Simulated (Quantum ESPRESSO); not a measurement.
Set up this calculation in Quantum ESPRESSO 7.5, as the native input.

```
Task                : single point
Functional          : PBEsol
Potentials or basis : GBRV 1.5 PBEsol
Cutoff              : 612 eV
Density cutoff      : 4898 eV
k mesh              : 7 × 7 × 7
Occupations         : fermi-dirac, width 0.05 eV
Spin                : no spin polarisation
Mixing beta         : 0.5
Most SCF iterations : 120
SCF threshold       : 4e-10 Ry
```

KCl (Sylvite):

```
CELL_PARAMETERS angstrom
0.00000 3.14647 3.14647
3.14647 0.00000 3.14647
3.14647 3.14647 0.00000
ATOMIC_POSITIONS crystal
K 0.00000 0.00000 0.00000
Cl 0.50000 0.50000 0.50000
```

The input as run:

pw.in

```
&CONTROL
  calculation = 'scf'
  prefix = 'pwscf'
  outdir = './tmp'
  pseudo_dir = './pseudo'
  tprnfor = .true.
  tstress = .true.
  disk_io = 'low'
/
&SYSTEM
  ibrav = 0
  nat = 2
  ntyp = 2
  ecutwfc = 45
  ecutrho = 360
  nbnd = 14
  occupations = 'smearing'
  smearing = 'fd'
  degauss = 0.00367493
/
&ELECTRONS
  conv_thr = 4d-10
  electron_maxstep = 120
  mixing_beta = 0.5
/
ATOMIC_SPECIES
K     39.0983 k_pbesol_v1.4.uspp.F.UPF
Cl    35.4500 cl_pbesol_v1.4.uspp.F.UPF
CELL_PARAMETERS angstrom
   0.0000000000    3.1464700000    3.1464700000
   3.1464700000    0.0000000000    3.1464700000
   3.1464700000    3.1464700000    0.0000000000
ATOMIC_POSITIONS crystal
K      0.0000000000    0.0000000000    0.0000000000
Cl     0.5000000000    0.5000000000    0.5000000000
K_POINTS automatic
7 7 7 0 0 0
```

pp_density.in

```
&INPUTPP
  prefix = 'pwscf'
  outdir = './tmp'
  filplot = 'density.dat'
  plot_num = 0
/
&PLOT
  nfile = 1
  filepp(1) = 'density.dat'
  iflag = 3
  output_format = 6
  fileout = 'density.cube'
/
```

pp_potential.in

```
&INPUTPP
  prefix = 'pwscf'
  outdir = './tmp'
  filplot = 'potential.dat'
  plot_num = 11
/
&PLOT
  nfile = 1
  filepp(1) = 'potential.dat'
  iflag = 3
  output_format = 6
  fileout = 'potential.cube'
/
```

Potentials or basis: GBRV 1.5 PBEsol.

Launch:

```console
$ OMP_NUM_THREADS=1 mpirun -n 2 pw.x -nk 2 -in pw.in > pw.out
$ OMP_NUM_THREADS=1 mpirun -n 1 pp.x -in pp_density.in > pp_density.out
$ OMP_NUM_THREADS=1 mpirun -n 1 pp.x -in pp_potential.in > pp_potential.out
```

Results of the run:

* Pressure: -0.6 GPa
* Band gap on the k mesh: 5.03 eV, direct

Caveat: an odd mesh through Γ misses points on the zone boundary, where band edges often lie.

Run time: 14 s on 2 MPI ranks on Arm Neoverse V2 (shared host), peak memory 0.28 GiB a rank.
